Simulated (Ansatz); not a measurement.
TiO:

```
CELL_PARAMETERS angstrom
4.98909 0.00000 0.00000
-2.49454 4.32068 0.00000
0.00000 0.00000 2.87331
ATOMIC_POSITIONS crystal
Ti 0.00000 0.00000 0.00000
Ti 0.33333 0.66667 0.50000
Ti 0.66667 0.33333 0.50000
O 0.00000 0.39444 0.00000
O 0.39444 0.00000 0.00000
O 0.60556 0.60556 0.00000
```

The cell comes from a database or a generator and needn't be the stable form of this composition.

* Program: Ansatz 0.2.0
* Task: relaxation of cell and atoms
* Functional: PBEsol
* Potentials or basis: Ansatz PAW
* Cutoff: 420 eV (not typed: the program's choice for these potentials)
* k mesh: 6 × 6 × 9
* Occupations: fermi-dirac, width 0.05 eV
* Spin: no spin polarisation

At the start: volume 10.32 Å³/atom.

How do energy, volume and symmetry change on relaxing?

It ends after 7 steps and the volume is 10.06 Å³/atom (-2.5 %); space group P-62m (No. 189, to 0.05 Å).

Step by step:
```
step  energy change (eV)  largest force (eV/Å)  volume (Å³)
   1              0.0000                0.0292        61.94
   2             -0.0314                0.0136        60.82
   3             -0.0351                0.0083        60.40
   4             -0.0351                0.0037        60.42
   5             -0.0302                0.0036        60.42
   6             -0.0303                0.0003        60.38
   7             -0.0301                0.0003        60.38
```

Final structure:
```
Ti O
1.0
     4.95620    0.00000    0.00000
    -2.47810    4.29219    0.00000
     0.00000    0.00000    2.83831
Ti O
3 3
Direct
  0.00000 0.00000 0.00000
  0.33333 0.66667 0.50000
  0.66667 0.33333 0.50000
  0.00000 0.39480 0.00000
  0.39480 0.00000 0.00000
  0.60520 0.60520 0.00000
```

Caveat: the plane-wave basis is chosen anew once the cell has moved, so the energies of steps on either side of that aren't comparable; the pressure holds a Pulay correction of +0.6 GPa for the finite cutoff; the PAW data sets come from PBE, with cores solved anew for the run's functional, which leaves a small shift of forces and pressure.
